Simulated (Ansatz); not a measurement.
# Hf3N4: relaxation and properties

Aim: for Hf3N4, relax cell and atoms, see whether it has a gap, which orbitals make up the states near it and how charge is shared and get the carriers' masses.

Computed with Ansatz 0.2.0 (DFT PBEsol, scalar-relativistic, plane waves, PAW, unless a step's input says otherwise).

### 1 The system as given

The structure is cubic, space group I-43d (No. 220). Conventional cell: a = 6.701 Å, b = 6.701 Å, c = 6.701 Å, α = 90.00°, β = 90.00°, γ = 90.00°. Hf (site symmetry -4) has 8 N at 2.18 to 2.47 Å in its first shell of neighbours. Around N (site symmetry 3) lie 6 Hf at 2.18 to 2.47 Å.

Structure file:

```cif
data_structure
_symmetry_space_group_name_H-M 'P 1'
_symmetry_Int_Tables_number 1
_cell_length_a 5.8032
_cell_length_b 5.8032
_cell_length_c 5.8032
_cell_angle_alpha 109.471
_cell_angle_beta 109.471
_cell_angle_gamma 109.471
_cell_volume 150.45
loop_
_atom_site_label
_atom_site_type_symbol
_atom_site_fract_x
_atom_site_fract_y
_atom_site_fract_z
_atom_site_occupancy
Hf1 Hf 0.25000 0.62500 0.37500 1
Hf2 Hf 0.37500 0.25000 0.62500 1
Hf3 Hf 0.75000 0.87500 0.12500 1
Hf4 Hf 0.12500 0.75000 0.87500 1
Hf5 Hf 0.62500 0.37500 0.25000 1
Hf6 Hf 0.87500 0.12500 0.75000 1
N1 N 0.12600 0.12600 0.12600 1
N2 N 0.87400 0.50000 0.00000 1
N3 N 0.50000 0.00000 0.37400 1
N4 N 0.00000 0.87400 0.50000 1
N5 N 0.37400 0.50000 0.00000 1
N6 N 0.62600 0.62600 0.62600 1
N7 N 0.00000 0.37400 0.50000 1
N8 N 0.50000 0.00000 0.87400 1
```

The structure comes from the Crystallography Open Database.

(A quick probe on a coarse mesh, which set the mesh and smearing, is not shown.)

### 3 Full relaxation

The input, input.yaml:

```yaml
crystal:
  lattice:
    - [-3.3505, 3.3505, 3.3505]
    - [3.3505, -3.3505, 3.3505]
    - [3.3505, 3.3505, -3.3505]
  atoms:
    - { symbol: Hf, position: [0.25, 0.625, 0.375] }
    - { symbol: Hf, position: [0.375, 0.25, 0.625] }
    - { symbol: Hf, position: [0.75, 0.875, 0.125] }
    - { symbol: Hf, position: [0.125, 0.75, 0.875] }
    - { symbol: Hf, position: [0.625, 0.375, 0.25] }
    - { symbol: Hf, position: [0.875, 0.125, 0.75] }
    - { symbol: "N", position: [0.126, 0.126, 0.126] }
    - { symbol: "N", position: [0.874, 0.5, 0.0] }
    - { symbol: "N", position: [0.5, 0.0, 0.374] }
    - { symbol: "N", position: [0.0, 0.874, 0.5] }
    - { symbol: "N", position: [0.374, 0.5, 0.0] }
    - { symbol: "N", position: [0.626, 0.626, 0.626] }
    - { symbol: "N", position: [0.0, 0.374, 0.5] }
    - { symbol: "N", position: [0.5, 0.0, 0.874] }
basis:
  ecutwfc: 420
kpoints:
  mp_grid: { grid: [6, 6, 6] }
hamiltonian:
  xc: pbesol
scf:
  occupations: { method: gaussian, width: 0.02 }
output:
  forces: true
  stress: true
  eigenvalues: true
  write_density: true
  write_potential: true
  elf: true
  volumetric_format: npy
relax:
  adjacent_minimum: "off"
  f_tol: 0.005
  max_steps: 80
  cell: { stress_tol: 0.05 }
```

On the command line:

```
ansatz run input.yaml --threads 4 --pin off --max-ram 10240MiB --backend cpu --events-out ev --progress --plain --runs-dir out
```

The session goes on with these runs: bands, states and charges; band edges anywhere in the zone; eigenvalues a small step from each edge.

Before running it: what results should come out? Wanted: relaxed cell; volume; formation energy; gap; gap over the zone; valence top, conduction bottom; hole masses; electron masses.

**Answer**, as computed:

```
                                                               quantity                                                                      value
                                            relaxed cell (conventional)  a = 6.651 Å, b = 6.651 Å, c = 6.651 Å, α = 90.00°, β = 90.00°, γ = 90.00°
                                                   space group (0.01 Å)                                                            I-43d (No. 220)
                                                                 volume                                                              10.51 Å³/atom
formation energy (elements from runs with the same settings, not shown)                                                              -1.71 eV/atom
                                                                    gap                                                1.02 eV, direct on the path
                                                      gap over the zone                                                            1.02 eV, direct
                          valence top, conduction bottom (fractional k)                               (0.000, 0.000, 0.000), (0.000, 0.000, 0.000)
                                                            hole masses                               0.21 to 5.35 m0 along the directions sampled
                                                        electron masses                               0.29 to 0.43 m0 along the directions sampled
```

What this shows: The relaxed volume is 2.2 % smaller than at the start. The start is a reported cell, which holds thermal expansion that this zero-temperature run lacks. It has a gap of 1.02 eV, with the valence top at Γ and the conduction bottom at Γ on the path. Of the projected weight, the top eV of the valence band is N 2p (85 %), and the lowest eV of the conduction band Hf 5d (81 %). The curvatures give 0.29 to 0.43 m0 for electrons and 0.21 to 5.35 m0 for holes. These cover the sampled directions only. These runs have no spin-orbit coupling; with Hf it would split and shift bands.
